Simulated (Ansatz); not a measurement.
What does this script print? It uses Ansatz's Python interface.

`xc_sno2.py`:
```python
# -*- coding: utf-8 -*-
"""Functional comparison for SnO2 (totals differ with the potentials too)."""

import ansatz as az

FILLING = "fixed"

lattice = az.Lattice.of(
    (1.617093, 0.933629, 4.800593),
    (-1.617093, 0.933629, 4.800593),
    (0.0, -1.867258, 4.800593),
)
sites = [
    ("Sn", (0.5, 0.5, 0.5)),
    ("O", (0.23717, 0.23717, 0.23717)),
    ("O", (0.76283, 0.76283, 0.76283)),
]
cell = az.Crystal(lattice=lattice)
for symbol, position in sites:
    cell = cell.atom(symbol, position)

model = (
    cell.calculation()
    .occupations(FILLING)  # no smearing
    .kpoints(6)
    .band_table()  # levels at the mesh points
)

rows = []
for value in ["blyp", "pbesol", "lda"]:
    r = model.functional(value).run(threads=1).report
    rows.append((value, r["free_energy_ev"] / len(r["lattice"]["sites"]), r["n_iterations"], r["gap_by_band_count_ev"], r["n_kpoints"]))

print("  functional   F/atom (eV)    iterations  gap by band count (eV)      k-points")
for row in rows:
    print(f"{str(row[0]):>12s}  {row[1]:12.5f}  {row[2]:12d}  {row[3]:22.3f}  {row[4]:12d}")
```

```console
$ python xc_sno2.py
DeckWarning: basis.ecutwfc = 420 eV, auto-derived from the records' recommended cutoffs: set by Sn (normal level)
  functional   F/atom (eV)    iterations  gap by band count (eV)      k-points
        blyp   -2392.85531             6                   1.909            32
      pbesol   -2356.99935             6                   1.866            32
         lda   -2329.82483             6                   1.770            32
```
(Warnings from the package without file and line.)

Caveats:
- Semilocal gaps usually lie well under measured ones.
- The structure comes from a database of computed cells and needn't be a stable or known phase.
- Levels are Kohn-Sham eigenvalues on this mesh, without spin-orbit coupling.
- Total energies of different functionals can't be compared; pressures, moments and gaps at this one structure can.
- By the engine's processor time: 2.6 s on 1 thread of Intel(R) Xeon(R) Processor @ 2.30GHz, on a shared host, peak memory 0.47 GiB.
